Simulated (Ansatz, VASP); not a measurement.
**GaCo: VASP beside Ansatz**

Contents of INCAR:

```
PREC = Accurate
ENCUT = 520
EDIFF = 1E-8
ISMEAR = -1
SIGMA = 0.03
LREAL = F
LASPH = T
NELM = 150
ALGO = Normal
ISIF = 2
LWAVE = F
LCHARG = F
ISPIN = 2
MAGMOM = 0 2
LORBIT = 11
LMAXMIX = 4
GGA = PE
LEFG = T
NBANDS = 22
```

The input KPOINTS:

```
regular mesh
0
Gamma
  11 11 11
```

Contents of POSCAR:

```
GaCo
1.0
    2.9396457283      0.0000000000      0.0000000000
    0.0000000000      2.9396457283      0.0000000000
    0.0000000000      0.0000000000      2.9396457283
Ga Co
1 1
Direct
    0.5000000000      0.5000000000      0.5000000000
    0.0000000000      0.0000000000      0.0000000000
```

Input for Ansatz:

```yaml
crystal:
  lattice:
    - [2.9396457283, 0.0, 0.0]
    - [0.0, 2.9396457283, 0.0]
    - [0.0, 0.0, 2.9396457283]
  atoms:
    - { symbol: Ga, position: [0.5, 0.5, 0.5] }
    - { symbol: Co, position: [0.0, 0.0, 0.0], spin: 2.0 }
magnetization:
  spin_polarized: true
kpoints:
  mp_grid: { grid: [11, 11, 11] }
scf:
  occupations: { method: fermi_dirac, width: 0.03 }
hamiltonian:
  xc: pbe
  pseudopotentials: { kind: paw }
output:
  forces: true
  stress: true
  eigenvalues: true
  efg: { contact_densities: true }
```

Change from the starting cell: volume scaled by 1.06, PAW files.

Alike in both runs: task electric field gradients; functional PBE; k mesh 11 × 11 × 11; occupations fermi-dirac, width 0.03 eV; collinear spin.

```csv
,VASP,Ansatz
version,VASP 6.6.1,Ansatz 0.2.0
potentials or method,"VASP PAW PBE potentials, release 64 (Ga_d, Co)","PAW with Ansatz's default frozen-core files, scalar-relativistic"
plane-wave cutoff (eV),520,420
valence electrons in the cell,22,30
```

Ansatz gave:

- pressure (GPa): -8.8
- net moment per atom (μB): 0.14
- size of the moment on the site where the two differ most (μB): 0.32
- Vzz of the field gradient on the site that differs most (V/Å²): 0.0

Question: What did VASP give for the same quantities?

Answer: Pressure (GPa): -8.6; net moment per atom (μB): 0.13; size of the moment on the site where the two differ most (μB): 0.31; Vzz of the field gradient on the site that differs most (V/Å²): 0.0.

Site moments also hang on the region over which each program counts them. The functional is the same, so the differences come from potentials, cutoffs and numerics. The two sets of potentials don't hold the same shells in valence.
